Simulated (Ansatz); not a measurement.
# Residual resistivity of an alloy: W(100) with 4 layers of random W-Ta, 2x2, part 2 of 2

How strongly does chemical disorder scatter in W(100) with 4 layers of random W-Ta, 2x2?

Ansatz 0.2.0; Ansatz plane-wave DFT, PBE, PAW files; ballistic transport by layer matching (Landauer), zero bias; PAW set soft_1.

So far. Step 3 (With 8 alloy layers): Over the solved energies the transmission per spin lies between 2.43 and 2.71, out of 5.41 channels of the lead on average (up to 5.66).

### 4. With 12 alloy layers

In 12 layers a share of 0.5 of the sites is given to Ta at random. A fresh draw is used; the growth of the resistance with length is what counts.

System of this step: W(100) with 12 layers of random W-Ta, 2x2. The cell holds 88 atoms: 64 W and 24 Ta. Cell: a = 6.330 Å, b = 6.330 Å, c = 34.813 Å, α = 90.0°, β = 90.0°, γ = 90.0°. It derives from W. Regions: lead, 40 atoms (40 W); scattering region, 48 atoms (24 Ta and 24 W). The structure is stacked along c, and the current runs across the ab planes.

Contents of input.yaml:

```yaml
crystal:
  lattice:
    - [6.3296, 0.0, 0.0]
    - [0.0, 6.3296, 0.0]
    - [0.0, 0.0, 34.8128]
  atoms:
    - { symbol: W, position: [0.0, 0.0, 0.0227272727] }
    - { symbol: W, position: [0.0, 0.5, 0.0227272727] }
    - { symbol: W, position: [0.5, 0.0, 0.0227272727] }
    - { symbol: W, position: [0.5, 0.5, 0.0227272727] }
    - { symbol: W, position: [0.25, 0.25, 0.0681818182] }
    - { symbol: W, position: [0.25, 0.75, 0.0681818182] }
    - { symbol: W, position: [0.75, 0.25, 0.0681818182] }
    - { symbol: W, position: [0.75, 0.75, 0.0681818182] }
    - { symbol: W, position: [0.0, 0.0, 0.1136363636] }
    - { symbol: W, position: [0.0, 0.5, 0.1136363636] }
    - { symbol: W, position: [0.5, 0.0, 0.1136363636] }
    - { symbol: W, position: [0.5, 0.5, 0.1136363636] }
    - { symbol: W, position: [0.25, 0.25, 0.1590909091] }
    - { symbol: W, position: [0.25, 0.75, 0.1590909091] }
    - { symbol: W, position: [0.75, 0.25, 0.1590909091] }
    - { symbol: W, position: [0.75, 0.75, 0.1590909091] }
    - { symbol: W, position: [0.0, 0.0, 0.2045454545] }
    - { symbol: W, position: [0.0, 0.5, 0.2045454545] }
    - { symbol: W, position: [0.5, 0.0, 0.2045454545] }
    - { symbol: W, position: [0.5, 0.5, 0.2045454545] }
    - { symbol: Ta, position: [0.25, 0.25, 0.25] }
    - { symbol: W, position: [0.25, 0.75, 0.25] }
    - { symbol: Ta, position: [0.75, 0.25, 0.25] }
    - { symbol: Ta, position: [0.75, 0.75, 0.25] }
    - { symbol: Ta, position: [0.0, 0.0, 0.2954545455] }
    - { symbol: W, position: [0.0, 0.5, 0.2954545455] }
    - { symbol: Ta, position: [0.5, 0.0, 0.2954545455] }
    - { symbol: W, position: [0.5, 0.5, 0.2954545455] }
    - { symbol: W, position: [0.25, 0.25, 0.3409090909] }
    - { symbol: W, position: [0.25, 0.75, 0.3409090909] }
    - { symbol: W, position: [0.75, 0.25, 0.3409090909] }
    - { symbol: W, position: [0.75, 0.75, 0.3409090909] }
    - { symbol: Ta, position: [0.0, 0.0, 0.3863636364] }
    - { symbol: Ta, position: [0.0, 0.5, 0.3863636364] }
    - { symbol: W, position: [0.5, 0.0, 0.3863636364] }
    - { symbol: W, position: [0.5, 0.5, 0.3863636364] }
    - { symbol: Ta, position: [0.25, 0.25, 0.4318181818] }
    - { symbol: Ta, position: [0.25, 0.75, 0.4318181818] }
    - { symbol: W, position: [0.75, 0.25, 0.4318181818] }
    - { symbol: W, position: [0.75, 0.75, 0.4318181818] }
    - { symbol: Ta, position: [0.0, 0.0, 0.4772727273] }
    - { symbol: Ta, position: [0.0, 0.5, 0.4772727273] }
    - { symbol: Ta, position: [0.5, 0.0, 0.4772727273] }
    - { symbol: Ta, position: [0.5, 0.5, 0.4772727273] }
    - { symbol: W, position: [0.25, 0.25, 0.5227272727] }
    - { symbol: Ta, position: [0.25, 0.75, 0.5227272727] }
    - { symbol: W, position: [0.75, 0.25, 0.5227272727] }
    - { symbol: Ta, position: [0.75, 0.75, 0.5227272727] }
    - { symbol: Ta, position: [0.0, 0.0, 0.5681818182] }
    - { symbol: Ta, position: [0.0, 0.5, 0.5681818182] }
    - { symbol: Ta, position: [0.5, 0.0, 0.5681818182] }
    - { symbol: W, position: [0.5, 0.5, 0.5681818182] }
    - { symbol: W, position: [0.25, 0.25, 0.6136363636] }
    - { symbol: W, position: [0.25, 0.75, 0.6136363636] }
    - { symbol: W, position: [0.75, 0.25, 0.6136363636] }
    - { symbol: Ta, position: [0.75, 0.75, 0.6136363636] }
    - { symbol: W, position: [0.0, 0.0, 0.6590909091] }
    - { symbol: W, position: [0.0, 0.5, 0.6590909091] }
    - { symbol: W, position: [0.5, 0.0, 0.6590909091] }
    - { symbol: W, position: [0.5, 0.5, 0.6590909091] }
    - { symbol: W, position: [0.25, 0.25, 0.7045454545] }
    - { symbol: Ta, position: [0.25, 0.75, 0.7045454545] }
    - { symbol: Ta, position: [0.75, 0.25, 0.7045454545] }
    - { symbol: Ta, position: [0.75, 0.75, 0.7045454545] }
    - { symbol: W, position: [0.0, 0.0, 0.75] }
    - { symbol: W, position: [0.0, 0.5, 0.75] }
    - { symbol: Ta, position: [0.5, 0.0, 0.75] }
    - { symbol: Ta, position: [0.5, 0.5, 0.75] }
    - { symbol: W, position: [0.25, 0.25, 0.7954545455] }
    - { symbol: W, position: [0.25, 0.75, 0.7954545455] }
    - { symbol: W, position: [0.75, 0.25, 0.7954545455] }
    - { symbol: W, position: [0.75, 0.75, 0.7954545455] }
    - { symbol: W, position: [0.0, 0.0, 0.8409090909] }
    - { symbol: W, position: [0.0, 0.5, 0.8409090909] }
    - { symbol: W, position: [0.5, 0.0, 0.8409090909] }
    - { symbol: W, position: [0.5, 0.5, 0.8409090909] }
    - { symbol: W, position: [0.25, 0.25, 0.8863636364] }
    - { symbol: W, position: [0.25, 0.75, 0.8863636364] }
    - { symbol: W, position: [0.75, 0.25, 0.8863636364] }
    - { symbol: W, position: [0.75, 0.75, 0.8863636364] }
    - { symbol: W, position: [0.0, 0.0, 0.9318181818] }
    - { symbol: W, position: [0.0, 0.5, 0.9318181818] }
    - { symbol: W, position: [0.5, 0.0, 0.9318181818] }
    - { symbol: W, position: [0.5, 0.5, 0.9318181818] }
    - { symbol: W, position: [0.25, 0.25, 0.9772727273] }
    - { symbol: W, position: [0.25, 0.75, 0.9772727273] }
    - { symbol: W, position: [0.75, 0.25, 0.9772727273] }
    - { symbol: W, position: [0.75, 0.75, 0.9772727273] }
kpoints:
  mp_grid: { grid: [4, 4, 1] }
hamiltonian:
  xc: pbe
  pseudopotentials: { kind: paw, azcp: { folder: soft_1 } }
scf:
  occupations: { method: fermi_dirac, width: 0.1 }
output:
  transmission: { leads: [[0, 4]], kmesh: [8, 8], e_range: [-0.05, 0.05], de: 0.05 }
  write_potential: true
  write_density: true
  volumetric_format: npy
```

On the command line:

```sh
ansatz run input.yaml --threads 4 --pin off --max-ram 15360MiB --backend cpu --events-out ev --progress --plain --runs-dir out
```

Numbers of over 12 decimals in the logs are rounded to 6 here.

Log:

```text
[...]
Crystal: 88 atoms, lattice volume = 1394.734 Å³
Basis set: ecut = 420 eV, 27305 PW (Γ)
Bands: 725, of which v1, the nominal top of the filled ones, is band 604 counted from 1 (603 counted from 0)
Symmetry: 1 space group operations
[...]
k-points: 10 of 16 (time reversal used)
[...]
SCF iter   1: F=—  HF=-903270.056176 eV  |F-HF|=—  |Δ(HF+E_count)|=         —  Δρ=1.42e-1  dr2=5.82e3  ethr=3.10e-3  ⟨swp⟩=4.4  Hψ=26572  notcnv=0  defer=115
[...]
SCF iter  12: F=-903097.916496 eV  HF=-903097.916496 eV  |F-HF|=2.18e-8  |Δ(HF+E_count)|=   1.23e-8  Δρ=2.29e-7  dr2=2.19e-8  ethr=8.28e-12  ⟨swp⟩=9.7  Hψ=19400  notcnv=0
SCF 1 converged in 12 iterations: F = -903097.916496 eV  dr2 = 2.19e-8
[...]
transmission: 190 of 1870 steps passed
transmission: 374 of 1870 steps passed
[...]
transmission: 1870 of 1870 steps passed
SCF converged after 12 iterations
Free energy (F): -903097.916496 eV
[...]
Internal energy: -903096.577105 eV  (E = F + TS)
E sigma→0 (E₀):  -903097.246800 eV
Entropy (-TS):   -1.339391 eV (-15.220 meV/atom)
Fermi energy:    21.992742 eV
[...]
--- Band table (eV; the first three rows and the last of 10) ---
  k-point 0: bands = [... 600 lower, 22.1932, 22.2416, 22.2874, 22.2930, 22.2970, 22.3033, 22.3832, 22.4032, ... 117 higher]
  k-point 1: bands = [... 600 lower, 22.1074, 22.1145, 22.2202, 22.2532, 22.2719, 22.2812, 22.3050, 22.3093, ... 117 higher]
  k-point 2: bands = [... 600 lower, 21.7932, 21.8542, 21.8650, 21.9007, 21.9087, 21.9369, 21.9532, 21.9856, ... 117 higher]
  k-point 9: bands = [... 600 lower, 20.9628, 20.9841, 20.9979, 21.0061, 21.0307, 21.0861, 21.0988, 21.1101, ... 117 higher]
--- Transmission ---
  basis      : 349 plane waves across, 55 finite elements along
  points     : 34, standing for a mesh of 8 x 8
[...]
channels       : 5.406250e0 a spin
[...]
slowest decay  : 0.0347 /Å at (0.5000, 0.5000)
  junction   : crystal 0 to crystal 0, 0.70 to 33.93 Å
    transmission   : 2.342114e0 a spin
[...]
```

Wall time 15 min (4 threads of Intel Xeon Platinum 8375C at 2.90GHz (Ice Lake), shared host); peak memory 8.4 GiB.

This step gave:

```
free energy                                    : -903097.9165 eV
energy at zero smearing                        : -903097.2468 eV
Fermi energy                                   : 21.99 eV
transmission per spin nearest the Fermi level  : 2.342
open channels per spin nearest the Fermi level : 5.406
step of the lead's potential                   : 10.8 meV
```

Per spin. Transmission, zone mean against energy, zero at the Fermi level:

| energy (eV) | transmission, zone mean |
| --- | --- |
| -0.0500 | 2.38 |
| 0.0000 | 2.34 |
| 0.0500 | 2.26 |

Over the solved energies the transmission per spin lies between 2.26 and 2.38, out of 5.40 channels of the lead on average (up to 5.75).

### 5. The fit

This step: Ansatz plane-wave DFT, PBE, PAW files; ballistic transport by layer matching (Landauer), zero bias; residual resistivity from the slope of the area resistance, atoms on the host's lattice; PAW set soft_1 (Ansatz 0.2.0).

This step gave:

- resistivity: 43.95 µΩ cm
- intercept: 0.4454 fΩ m²
- scatter about the fit: 0.02406 fΩ m²

Resistance, by row:

| run | length (Å) | T | channels N | RA (fΩ m²) |
| --- | --- | --- | --- | --- |
| n4 | 6.33 | 3.095 | 5.365 | 0.7066 |
| n8 | 12.66 | 2.595 | 5.406 | 1.036 |
| n12 | 18.99 | 2.328 | 5.396 | 1.263 |

Table of area resistance by length of the alloy:

| length of the alloy (Å) | area resistance (fΩ m²) |
| --- | --- |
| 6.33 | 0.707 |
| 12.66 | 1.04 |
| 18.99 | 1.26 |

The area resistance goes from 0.71 to 1.3 fΩ m² between 6.3 and 19.0 Å, a slope of 44 µΩ cm.

By hand from the end points: (1.263 − 0.7066) fΩ m² / (18.99 − 6.33) Å = 44 µΩ cm, since 1 fΩ m² per Å is 1000 µΩ cm.

### 6. Outcome

| Property | Result |
| --- | --- |
| resistivity from the slope | 44.0 µΩ cm |
| area resistance over 6.33 Å | 0.707 fΩ m² |
| area resistance over 12.7 Å | 1.04 fΩ m² |
| area resistance over 19.0 Å | 1.26 fΩ m² |

What this shows: The slope gives 44 µΩ cm. The points scatter by 0.024 fΩ m² about the line, with one random draw a length in a 2x2 cell, so the slope is a rough value. Read with a model of isotropic scattering on a spherical Fermi surface and the lead's 1.0×10¹⁵ S/m², this slope means a mean free path near 17 Å (a rough figure, since the alloy's own channel count differs); over these lengths the model's slope is 1.03 times its bulk resistivity, which would be 43 µΩ cm. The atoms sit on the host's lattice, so scattering by size misfit is left out. Spin-orbit coupling is left out, which matters for Ta and W.

[Logs are printed without paths, hosts, clocks, repeated set-up lines and the standing remarks that a program may print on its own settings, such as how far it seeks lower states.]

[Hosts, paths, dates, database ids (printed as entryN), source tags and the programs' standing remarks are cut or masked in the printed files.]
